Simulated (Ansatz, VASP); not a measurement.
## Ge: VASP beside Ansatz

```
Ge
1.0
    -2.49590    2.65086    1.43695
     2.49590   -2.65086    1.43695
     2.49590    2.65086   -1.43695
Ge
2
Direct
  0.66939 0.93139 0.76042
  0.33598 0.09820 0.26018
```

Alike in both runs: functional LDA; k mesh 9 × 9 × 9; occupations fermi-dirac, width 0.05 eV; no spin polarisation.

Ansatz relaxed the structure, and its values are those at the end. VASP's run is a single point on that final structure, the one shown.

|  | VASP | Ansatz |
| --- | --- | --- |
| version | VASP 6.6.1 | Ansatz 0.2.0 |
| potentials or method | VASP PAW LDA potentials, release 64 (Ge_d), cutoff 520 eV | all-electron LAPW, scalar-relativistic |

VASP gave:

```
pressure (GPa) : -4.0
```

Question: What did Ansatz give for the same quantities?

Answer: Pressure (GPa): -4.1.

Ansatz ran all-electron here, so the differences hold the error of VASP's frozen core and of both bases.
